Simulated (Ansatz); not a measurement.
## Lu, omega (AlB2-type): how the functional moves the structure

All rows: Ansatz, plane waves with scalar-relativistic PAW, 420 eV (500 eV for the SCAN forms), relaxed under each functional, no dispersion correction, no zero-point motion. B₀ comes from uniform scaling at fixed shape; a dash is a value not given.

```json
{"functional": "PBE", "V (Å³/atom)": "29.08", "cell": "a = 5.435 Å, c = 3.410 Å (c/a = 0.628)", "B₀ (GPa)": "44", "magnetic state": "spin not included", "ΔE to hcp (meV/atom)": "91"}
{"functional": "r²SCAN", "V (Å³/atom)": "28.90", "cell": "a = 5.427 Å, c = 3.399 Å (c/a = 0.626)", "B₀ (GPa)": "46", "magnetic state": "spin not included", "ΔE to hcp (meV/atom)": "72"}
{"functional": "PBEsol", "V (Å³/atom)": "27.37", "cell": "a = 5.324 Å, c = 3.344 Å (c/a = 0.628)", "B₀ (GPa)": "47", "magnetic state": "spin not included", "ΔE to hcp (meV/atom)": "88"}
{"functional": "LDA", "V (Å³/atom)": "25.73", "cell": "a = 5.217 Å, c = 3.274 Å (c/a = 0.628)", "B₀ (GPa)": "52", "magnetic state": "spin not included", "ΔE to hcp (meV/atom)": "83"}
{"functional": "revPBE", "V (Å³/atom)": "30.12", "cell": "a = 5.502 Å, c = 3.446 Å (c/a = 0.626)", "B₀ (GPa)": "42", "magnetic state": "spin not included", "ΔE to hcp (meV/atom)": "91"}
{"functional": "BLYP", "V (Å³/atom)": "29.73", "cell": "a = 5.471 Å, c = 3.440 Å (c/a = 0.629)", "B₀ (GPa)": "43", "magnetic state": "spin not included", "ΔE to hcp (meV/atom)": "92"}
```

What does RPBE give?

V (Å³/atom): 30.50; cell: a = 5.528 Å, c = 3.458 Å (c/a = 0.626); B₀ (GPa): 41; magnetic state: spin not included; ΔE to hcp (meV/atom): 91.
